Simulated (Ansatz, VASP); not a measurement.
Two plane-wave programs on Be

```
CELL_PARAMETERS angstrom
-1.22549 1.22549 1.22549
1.22549 -1.22549 1.22549
1.22549 1.22549 -1.22549
ATOMIC_POSITIONS crystal
Be 0.00000 0.00000 0.00000
```

Alike in both runs: task single point; functional revPBE; k mesh 20 × 20 × 20; occupations fermi-dirac, width 0.1 eV; no spin polarisation.

```csv
,VASP,Ansatz
version,VASP 6.6.1,Ansatz 0.2.0
potentials or method,"VASP PAW PBE potentials, release 64 (Be)","plane waves (420 eV) with PAW, scalar-relativistic"
plane-wave cutoff (eV),520,420
valence electrons in the cell,2,2
```

```csv
,VASP,Ansatz,Ansatz less VASP
pressure (GPa),11.3,11.2,-0.06
```

Caveats: the PAW data sets were made with another functional, which shifts forces and pressure a little (VASP).
